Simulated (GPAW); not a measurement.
Crystal: MgO.

```
Mg O
1.0
     0.00000    2.09700    2.09700
     2.09700    0.00000    2.09700
     2.09700    2.09700    0.00000
Mg O
1 1
Direct
  0.00000 0.00000 0.00000
  0.50000 0.50000 0.50000
```

The cell is a database's computed one.

Base run:

* Program: GPAW 26.7.0
* Functional: vdW-DF2
* Potentials or basis: GPAW PAW data sets (gpaw-data 1.2.1)
* Cutoff: 800 eV
* Basis: pw
* k mesh: 11 × 11 × 11
* Occupations: fermi-dirac, width 0.05 eV
* Spin: no spin polarisation

Its results: band gap on the k mesh 5.29 eV, direct.

**Question.** After a change of settings the same cell gave: band gap on the k mesh 4.99 eV, direct. Which change was it?
A. functional from vdW-DF2 to LDA; potentials or basis from GPAW PAW data sets (gpaw-data 1.2.1) to the program's PAW data sets (release 1.2.1) made for this functional
B. functional from vdW-DF2 to optB88-vdW
C. functional from vdW-DF2 to TPSS
D. functional from vdW-DF2 to r2SCAN

**Answer.** C.

Caveats: an odd mesh through Γ misses points on the zone boundary, where band edges often lie (some runs).
